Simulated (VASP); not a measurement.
# AlN: supercell bands unfolded

AlN, F-43m (no. 216), 8 atoms in the cell. PBE, bands of a supercell unfolded onto the primitive cell; PAW potentials Al, N (PBE set).

## Input

INCAR.step1:
```
SYSTEM = AlN
PREC     = Accurate       ! precision mode
ENCUT    = 450            ! plane-wave cutoff, eV
EDIFF    = 1E-6           ! SCF threshold, eV
ISMEAR   = 0              ! smearing method
SIGMA    = 0.02           ! smearing width, eV
LASPH    = .TRUE.         ! aspherical terms in the spheres
LREAL    = .FALSE.        ! projectors in reciprocal space
ALGO     = Normal         ! electronic algorithm
NELM     = 120            ! most SCF steps
LWAVE    = .FALSE.        ! write WAVECAR
LCHARG   = .FALSE.        ! write CHGCAR
NBANDS   = 11             ! bands
KPAR     = 2            
GGA      = PE             ! functional
```

INCAR.step2, as INCAR.step1 but for:
```
- LREAL = .FALSE.
- LWAVE = .FALSE.
- NBANDS = 11
- KPAR = 2
+ LREAL = Auto
+ LWAVE = .TRUE.
+ NBANDS = 26
+ NCORE = 4
```

INCAR.step3, as INCAR.step2 but for:
```
- NELM = 120
- LWAVE = .TRUE.
- NCORE = 4
+ NELM = 3
+ ISTART = 1
+ LWAVE = .FALSE.
+ LKPROJ = .TRUE.
+ NPAR = 1
```

KPOINTS.step1:
```
k-points
0
Gamma
  12 12 6
```

KPOINTS.step2:
```
k-points
0
Gamma
  6 6 6
```

POSCAR.prim:
```
AlN
1.0
    0.0000000000      2.1839935596      2.1839935596
    2.1839935596      0.0000000000      2.1839935596
    2.1839935596      2.1839935596      0.0000000000
Al N
1 1
Direct
    0.0000000000      0.0000000000      0.0000000000
    0.2500000000      0.2500000000      0.2500000000
```

POSCAR.step1:
```
AlN
1.0
    0.0000000000      2.1839935596      2.1839935596
    2.1839935596      0.0000000000      2.1839935596
    2.1839935596      2.1839935596      0.0000000000
Al N
1 1
Direct
    0.0000000000      0.0000000000      0.0000000000
    0.2500000000      0.2500000000      0.2500000000
```

POSCAR.step2:
```
AlN
1.0
    0.0000000000      4.3679871192      4.3679871192
    4.3679871192      0.0000000000      4.3679871192
    2.1839935596      2.1839935596      0.0000000000
Al N
4 4
Direct
    0.0000000000      0.0000000000      0.0000000000
    0.0000000000      0.5000000000      0.0000000000
    0.5000000000      0.0000000000      0.0000000000
    0.5000000000      0.5000000000      0.0000000000
    0.1250000000      0.1250000000      0.2500000000
    0.1250000000      0.6250000000      0.2500000000
    0.6250000000      0.1250000000      0.2500000000
    0.6250000000      0.6250000000      0.2500000000
```

Commands (each step's output is kept before the next begins):
```
cat potpaw_PBE.64/Al/POTCAR potpaw_PBE.64/N/POTCAR > POTCAR
cp INCAR.step1 INCAR
cp KPOINTS.step1 KPOINTS
cp POSCAR.step1 POSCAR
mpirun -np 4 vasp_std > vasp.out
rm WAVECAR CHG
cp INCAR.step2 INCAR
cp KPOINTS.step2 KPOINTS
cp POSCAR.step2 POSCAR
mpirun -np 4 vasp_std > vasp.out
cp INCAR.step3 INCAR
mpirun -np 1 vasp_std > vasp.out
```

## Result

- Gap after unfolding (eV): 3.32
- Smallest direct gap after unfolding (eV): 4.19
- Mean change of the direct gaps against the primitive cell (eV): 0.000

Levels next to the gap by k point of the primitive cell, with the share of each level on that k point:

| k point | Highest filled (eV) | Share | Lowest empty (eV) | Share | Gap there in the primitive cell (eV) |
|---|---|---|---|---|---|
| (0, 0, 0) | 5.97 | 0.90 | 10.17 | 1.09 | 4.19 |
| (0.083, 0, 0) | 5.94 | 0.90 | 10.65 | 1.07 | 4.72 |
| (0.083, 0.083, 0) | 5.83 | 0.90 | 10.80 | 1.06 | 4.98 |
| (-0.5, -0.5, 0) | 4.20 | 0.92 | 9.29 | 1.01 | 5.09 |
| (-0.083, 0.083, 0) | 5.96 | 0.90 | 11.26 | 1.04 | 5.30 |
| (-0.417, -0.417, 0) | 4.30 | 0.92 | 9.70 | 1.01 |  |
| (-0.417, -0.5, 0) | 4.27 | 0.92 | 9.70 | 1.00 |  |
| (0.167, 0, 0) | 5.84 | 0.90 | 11.59 | 1.04 | 5.75 |
| (0.167, 0.083, 0) | 5.76 | 0.90 | 11.54 | 1.03 | 5.78 |
| (0.417, -0.417, 0) | 4.38 | 0.92 | 10.30 | 0.99 |  |
| (-0.417, 0.083, -0.5) | 3.92 | 0.93 | 9.90 | 1.00 | 5.98 |
| (-0.333, -0.417, 0) | 4.46 | 0.92 | 10.44 | 1.00 |  |
| (0.417, -0.083, 0.333) | 4.12 | 0.92 | 10.27 | 0.99 |  |
| (-0.333, -0.5, 0) | 4.47 | 0.92 | 10.66 | 0.99 |  |
| (-0.333, -0.333, 0) | 4.58 | 0.92 | 10.78 | 1.00 |  |
| (-0.167, 0.083, 0) | 5.90 | 0.90 | 12.14 | 1.02 | 6.24 |
| (0.167, 0.167, 0) | 5.45 | 0.90 | 11.87 | 1.01 | 6.41 |
| (0.25, 0.083, 0.167) | 5.73 | 0.90 | 12.18 | 1.01 | 6.45 |
| (-0.417, -0.5, 0.167) | 4.10 | 0.92 | 10.68 | 0.98 | 6.58 |
| (0.333, -0.417, 0) | 4.62 | 0.91 | 11.22 | 0.99 |  |

VASP 6.6.1 took 50 s on 4 cores (Intel Xeon Platinum 8559C (Emerald Rapids)), a shared host.
